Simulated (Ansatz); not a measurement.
# Na under changes of volume

One of the cells (37.614 Å³/atom); the others are scaled copies at fixed shape and fractional positions:

```
CELL_PARAMETERS angstrom
-1.88829 1.88829 2.63728
1.88829 -1.88829 2.63728
1.88829 1.88829 -2.63728
ATOMIC_POSITIONS crystal
Na 0.00000 0.00000 0.00000
```

This isn't the form of Na at room conditions, which is bcc.

| Item | Value |
| --- | --- |
| Program | Ansatz 0.2.0 |
| Functional | PBE |
| Potentials or basis | all-electron LAPW, scalar-relativistic |
| Cutoff | 81 eV (chosen from the basis error) |
| Basis error allowed | 0.0005 eV/atom |
| k mesh | 10 × 10 × 10 |
| Occupations | fermi-dirac, width 0.05 eV |
| Spin | no spin polarisation |

| volume (Å³/atom) | energy over the lowest point (meV/atom) | pressure (GPa) |
| --- | --- | --- |
| 35.357 | 2.07 | 0.4 |
| 36.110 | 0.61 | 0.2 |
| 36.862 | 0.00 | 0.1 |
| 37.614 | ? | ? |
| 38.367 | 0.97 | -0.2 |
| 39.119 | 2.43 | -0.4 |
| 39.871 | 4.47 | -0.5 |

What does the run at 37.614 Å³/atom give?

Energy over the lowest point 0.15 meV/atom; pressure -0.1 GPa.

Worked out: A Birch-Murnaghan fit of order 3 (a polynomial in V^(-2/3)) to the other rows has its minimum at 37.09 Å³/atom with B0 = V·E''(V) = 7.7 GPa and B' = 3.6 at fixed shape and positions, which overstates the stiffness. It gives 0.14 meV/atom at 37.614 Å³/atom, against the run's 0.15, and -dE/dV = -0.1 GPa, against -0.1.

Energies are extrapolated to zero smearing.
